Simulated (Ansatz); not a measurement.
# What a change of settings does to a run on YN

The cell is COD entry 9008768, as deposited and not checked against the literature; nothing was relaxed.

First run: DFT, PBE, all-electron LAPW, Dirac equation with spin-orbit coupling (Ansatz 0.2.0).

Command: `ansatz run input.yaml --threads 1 --pin off --max-ram 2048MiB --backend cpu --events-out ev --progress --plain --runs-dir out` The run took 2.1 min on 1 thread of Arm Neoverse V1, with other jobs on the host, peak memory 0.44 GiB.

```yaml
crystal:
  lattice:
    - [0.0, 2.4385, 2.4385]
    - [2.4385, 0.0, 2.4385]
    - [2.4385, 2.4385, 0.0]
  atoms:
    - { symbol: "Y", position: [0.0, 0.0, 0.0] }
    - { symbol: "N", position: [0.5, 0.5, 0.5] }
kpoints:
  mp_grid: { grid: [11, 11, 11] }
  band_path:
    path:
      - [0.0, 0.0, 0.0]
      - [0.5, 0.0, 0.5]
      - [0.625, 0.25, 0.625]
      - [0.375, 0.375, 0.75]
      - [0.0, 0.0, 0.0]
      - [0.5, 0.5, 0.5]
      - [0.5, 0.25, 0.75]
      - [0.5, 0.0, 0.5]
    npoints: 5
scf:
  occupations: { method: fermi_dirac, width: 0.03 }
hamiltonian:
  xc: pbe
  pseudopotentials: { kind: all_electron, lapw: { basis_error: 0.001 } }
output:
  forces: true
  stress: true
  eigenvalues: true
magnetization:
  noncollinear: true
  spin_orbit: true
```

Result: converged; pressure 2.96 GPa; gap on the k mesh 0.20 eV (the mesh can miss the band edges); 10 SCF iterations.

The input is then changed:

```diff
@@ -23,5 +23,5 @@
   occupations: { method: fermi_dirac, width: 0.03 }
 hamiltonian:
-  xc: pbe
+  xc: rpbe
   pseudopotentials: { kind: all_electron, lapw: { basis_error: 0.001 } }
 output:
@@ -32,3 +32,4 @@
   noncollinear: true
   spin_orbit: true
+accuracy: medium
```

Problem. What does the second run give?

Solution. It converged; pressure 6.22 GPa; gap on the k mesh 0.25 eV (the mesh can miss the band edges); 9 SCF iterations.

The results part of its log:

```
SCF 1 converged in 9 iterations: F = -93630.906219 eV  dr2 = 7.58e-8
NSCF: frozen V_eff on 36 k-points
SCF converged after 9 iterations
Magnetization: |M| = 0.0000 μB,  M = (+0.0000, +0.0000, +0.0000) μB
Absolute magnetization: 0.0000 μB (∫|m|)
  site 0: m = (+0.0000, +0.0000, +0.0000) μB, |m| = 0.0000 μB  (R = 1.31 Å)
  site 1: m = (+0.0000, +0.0000, +0.0000) μB, |m| = 0.0000 μB  (R = 1.13 Å)
Free energy (F): -93630.906219 eV
Harris-Foulkes:  -93630.906219 eV  (|F-HF|=9.90e-10)
Internal energy: -93630.906192 eV  (E = F + TS)
E sigma→0 (E₀):  -93630.906205 eV
Entropy (-TS):   -0.000027 eV (-0.013 meV/atom)
Fermi energy:    14.011375 eV
--- Per-component energies (eV) ---
  E_band       = -4325.374960
  E_kinetic    = 96551.205631
  E_xc         = -3183.662441
  E_electrostatic = -186998.449381  (all electrons and nuclei)
  E_smearing   = -0.000027  (= −TS)
  E_closure    = 0.000000  (closes the sum)
  Σ components = -93630.906219   (vs F -93630.906219, Δ=0.00e0)
  Basis errors (estimates in eV, not in F): energy 3.5e-4 per atom: plane waves 3.0e-4 (1.6e-4 summed), levels above the bands 1.4e-75, relativity 4.7e-8, radial functions 5.0e-5, core shells 1.2e-13; eigenvalues (radial functions only) 2.8e-6; not estimated: angular momenta, meshes, grids; target (lapw.basis_error) 1.0e-3; muffin-tin radii N 1.132 Å, Y 1.307 Å
--- Forces (eV/Å), atoms counted from 1 ---
  atom   1  Y      0.00000000    -0.00000000    -0.00000000
  atom   2  N     -0.00000000     0.00000000    -0.00000000
  max |Σ_I F_I| component: 2.64e-24 eV/Å
--- Stress (GPa, compression-positive) ---
        6.224975       0.000000       0.000000
        0.000000       6.224975      -0.000000
        0.000000      -0.000000       6.224975
  P = ⅓ Tr σ = 6.2250 GPa (62.250 kbar)
--- Band table (eV; the first three rows and the last of 56) ---
  k-point 0: bands = ["-361.3088", "-361.3088", "-347.4685", "-347.4685", "-273.2799", "-273.2799", "-261.2882", "-261.2882", "-261.2882", "-261.2882", "-130.9163", "-130.9163", "-130.9163", "-130.9163", "-128.7755", "-128.7755", "-128.7704", "-128.7704", "-128.7704", "-128.7704", "-26.9284", "-26.9284", "-7.5818", "-7.5818", "-6.1175", "-6.1175", "-6.1175", "-6.1175", "0.9117", "0.9117", "13.8464", "13.8464", "13.9024", "13.9024", "13.9024", "13.9024", "17.0589", "17.0589", "17.0589", "17.0589", "17.1134", "17.1134", "18.1782", "18.1782"]
  k-point 1: bands = ["-361.3088", "-361.3088", "-347.4685", "-347.4685", "-273.2799", "-273.2799", "-261.2882", "-261.2882", "-261.2882", "-261.2882", "-130.9163", "-130.9163", "-130.9163", "-130.9163", "-128.7755", "-128.7755", "-128.7704", "-128.7704", "-128.7704", "-128.7704", "-26.9187", "-26.9187", "-7.6169", "-7.6169", "-6.1950", "-6.1950", "-6.1246", "-6.1246", "1.0566", "1.0566", "13.3585", "13.3585", "13.5826", "13.5826", "13.6100", "13.6100", "17.1396", "17.1396", "17.2668", "17.2668", "17.3022", "17.3022", "18.6599", "18.6599"]
  k-point 2: bands = ["-361.3088", "-361.3088", "-347.4685", "-347.4685", "-273.2799", "-273.2799", "-261.2882", "-261.2882", "-261.2882", "-261.2882", "-130.9163", "-130.9163", "-130.9163", "-130.9163", "-128.7755", "-128.7755", "-128.7704", "-128.7704", "-128.7704", "-128.7704", "-26.8928", "-26.8928", "-7.7206", "-7.7206", "-6.3773", "-6.3773", "-6.1435", "-6.1435", "1.4353", "1.4353", "12.2934", "12.2934", "12.9715", "12.9715", "12.9880", "12.9880", "17.3198", "17.3198", "17.8219", "17.8219", "17.8478", "17.8478", "19.7296", "19.7296"]
  k-point 55: bands = ["-361.3088", "-361.3088", "-347.4685", "-347.4685", "-273.2799", "-273.2799", "-261.2882", "-261.2882", "-261.2882", "-261.2882", "-130.9163", "-130.9163", "-130.9163", "-130.9163", "-128.7755", "-128.7755", "-128.7704", "-128.7704", "-128.7704", "-128.7704", "-26.7674", "-26.7674", "-8.0638", "-8.0638", "-6.7771", "-6.7771", "-6.5880", "-6.5880", "1.8285", "1.8285", "11.6541", "11.6541", "12.2836", "12.2836", "12.4059", "12.4059", "17.5514", "17.5514", "18.4243", "18.4243", "21.3185", "21.3185", "21.7571", "21.7571"]
```
